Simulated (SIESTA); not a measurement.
The system is CdSe (Cadmoselite).

```
CELL_PARAMETERS angstrom
4.30000 0.00000 0.00000
-2.15000 3.72391 0.00000
0.00000 0.00000 7.02000
ATOMIC_POSITIONS crystal
Cd 0.66667 0.33333 0.50000
Cd 0.33333 0.66667 0.00000
Se 0.66667 0.33333 0.88500
Se 0.33333 0.66667 0.38500
```

Base run:

- Program: SIESTA 5.4.2
- Functional: WC
- Potentials or basis: PseudoDojo 0.4 standard (PBEsol files)
- Basis: DZP (energy shift 0.003 Ry; two zetas on semicore shells)
- Grid cutoff: 800 Ry
- Energy shift: 0.003 Ry
- k mesh: 7 × 7 × 4
- Occupations: fermi-dirac, width 0.05 eV
- Spin: no spin polarisation

Its results: band gap on the k mesh 0.78 eV, direct; pressure 0.4 GPa; largest force 0.307 eV/Å.

Question: The run is repeated on the same cell with these changes: functional from WC to PBE; potentials or basis from PseudoDojo 0.4 standard (PBEsol files) to PseudoDojo 0.4 standard (PBE files). What comes out?

Answer: Band gap on the k mesh 0.92 eV, direct; pressure 3.2 GPa; largest force 0.321 eV/Å.

Caveats: the basis of atomic orbitals isn't converged, which shifts pressures, moduli and gaps; the potentials were made for another functional, which shifts forces and pressure (some runs).
